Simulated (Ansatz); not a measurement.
# PtSe2 (Sudovikovite): the cost of one run

Code: Ansatz 0.2.0. PAW datasets, plane waves. No spin polarisation and no zero-point or thermal motion.

The COD entry's cell or inner coordinates are ideal or old and differ from later refinements, so a difference from it is no clean test against experiment.

## (1) The structure to begin with

The unstrained cell was relaxed with r2SCAN+rVV10; in each strained cell the atoms were relaxed again with r2SCAN+rVV10. Names of k-points are those of the unstrained zone, where strain can split equivalent points. First state: no strain.

Space group P-3m1 (No. 164), trigonal; a = 3.729 Å, c = 5.277 Å in the conventional setting, 21.18 Å³ an atom. Pt has 6 Se at 2.51 Å; Se has 3 Pt at 2.51 Å.

Coordinates:

```cif
data_structure
_symmetry_space_group_name_H-M 'P-3m1'
_symmetry_Int_Tables_number 164
_cell_length_a 3.7287
_cell_length_b 3.7287
_cell_length_c 5.2770
_cell_angle_alpha 90.000
_cell_angle_beta 90.000
_cell_angle_gamma 120.000
_cell_volume 63.54
loop_
_atom_site_label
_atom_site_type_symbol
_atom_site_symmetry_multiplicity
_atom_site_Wyckoff_symbol
_atom_site_fract_x
_atom_site_fract_y
_atom_site_fract_z
_atom_site_occupancy
Pt1 Pt 1 a 0.00000 0.00000 0.00000 1
Se1 Se 2 d 0.33333 0.66667 0.24622 1
```

## (2) No strain: PBE

File input.yaml:

```yaml
crystal:
  lattice:
    - [3.728659965, 0.0, 0.0]
    - [-1.8643299825, 3.2291142518, 0.0]
    - [0.0, 0.0, 5.2770333951]
  atoms:
    - { symbol: Pt, position: [0.0, 0.0, 0.0] }
    - { symbol: Se, position: [0.3333333333, 0.6666666667, 0.2462223074] }
    - { symbol: Se, position: [0.6666666667, 0.3333333333, 0.7537776926] }
kpoints:
  mp_grid: { grid: [12, 12, 6] }
  band_path:
    path:
      - [0.0, 0.0, 0.0]
      - [0.5, 0.0, 0.0]
      - [0.3333333333, 0.3333333333, 0.0]
      - [0.0, 0.0, 0.5]
      - [0.5, 0.0, 0.5]
      - [0.3333333333, 0.3333333333, 0.5]
      - [0.0, 0.25, 0.3333333333]
      - [0.0, 0.283854, 0.294271]
    npoints: 1
hamiltonian:
  xc: pbe
scf:
  occupations: { method: fermi_dirac, width: 0.02 }
  n_extra_bands: 4
output:
  forces: true
  stress: true
  eigenvalues: true
  write_density: true
  write_potential: true
  elf: true
  volumetric_format: npy
```

The run is started by

```console
> ansatz run input.yaml --threads 4 --pin off --max-ram 4608MiB --backend cpu --events-out ev --progress --plain --runs-dir out
```

Q: Estimate wall time and peak memory on 4 threads of Arm Neoverse V1, shared host.

About 3 s, with a peak of 0.46 GiB.
